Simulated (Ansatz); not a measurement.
**Phonons of CaSe (Fm-3m)**

```
CELL_PARAMETERS angstrom
0.00000 2.93445 2.93445
2.93445 0.00000 2.93445
2.93445 2.93445 0.00000
ATOMIC_POSITIONS crystal
Ca 0.00000 0.00000 0.00000
Se 0.50000 0.50000 0.50000
```

Level of theory, where no other is named: PBEsol, all-electron LAPW in Ansatz 0.2.0, scalar-relativistic. k mesh 6×6×6, fixed occupations, basis error target 0.5 meV/atom. The cell was relaxed by PAW under this functional.

Atoms are displaced by 0.01 Å in the smallest supercells that hold the wave vectors of a 2×2×2 mesh. Negative values stand for unstable modes. The zone centre has no LO-TO term.

**Question.** What are the phonon energies at the solved wave vectors, in THz?

**Answer.** 

| q | point | modes (THz) |
| --- | --- | --- |
| 0.000 0.000 0.000 | Gamma | 5.44 (×3) |
| 0.500 0.000 0.000 | L | 3.62 (×2), 4.65 (×2), 4.70, 7.64 |
| 0.500 0.500 0.000 | X | 2.44 (×2), 3.62, 5.62 (×2), 5.94 |

**Question.** Is the structure dynamically stable at these wave vectors?

**Answer.** Yes, no mode is unstable there; wave vectors off this mesh aren't tested.

**Question.** How do the optical zone-centre modes decompose, and which are active?

**Answer.** Point group m-3m: Γ_opt = T1u.

| label | THz | activity | mostly |
| --- | --- | --- | --- |
| T1u | 5.44 | IR | Ca (66 %) |

**Question.** How well do frozen-core PAW files reproduce these all-electron values?

**Answer.** With a cutoff of 420 eV and displacements of 0.0025 Å, the r.m.s. difference over the modes is 0.0 cm⁻¹; the largest difference is 155.0 (PAW) against 155.1 cm⁻¹ (LAPW).

**Question.** The cell is scaled evenly to 49.526 and 51.548 Å³ (from 50.537), with free atoms relaxed and the shape held. What are the mode Grüneisen parameters γ = −d ln ω/d ln V?

**Answer.** For the highest mode, 260.2 cm⁻¹ in the small cell and 249.5 in the large one give γ ≈ 1.05. From the change of the dynamical matrix on each mode:

| point | cm⁻¹ | γ |
| --- | --- | --- |
| Gamma | 181.4 | 2.15 |
| L | 120.8 | 1.85 |
| L | 155.1 | 2.09 |
| L | 156.7 | 1.17 |
| L | 254.7 | 1.05 |
| X | 81.5 | -0.02 |
| X | 120.7 | 0.01 |
| X | 187.3 | 2.30 |
| X | 198.1 | 2.39 |

Weighted by the modes' heat capacities at 300 K, the mean on this mesh is 1.49; it moves with the q mesh, and a coarse one overweights the zone boundary.

**Question.** Linear response on PAW files adds the field. What are the dielectric tensor, the Born charges and the LO shift?

**Answer.** ε∞ = (5.84, 5.84, 5.84) along x, y, z with local fields. Born charges (xx, yy, zz): Ca1 (2.35, 2.35, 2.35); Se2 (-2.35, -2.35, -2.35). The highest zone-centre mode lies at 181.4 cm⁻¹ without the macroscopic field and at 260.1 cm⁻¹ with it, for q along x. Lyddane-Sachs-Teller then gives ε₀ = ε∞ (ω_LO/ω_TO)² = 12.00. With the ions free to follow the field, the program's ε₀ is (12.00, 12.00, 12.00).

Limits of these numbers: the frozen-core PAW files of the compared runs were fitted under PBE, their cores solved anew for this functional; field response not resolved by the mesh; semilocal gaps are low, and ε∞ tends to come out large.
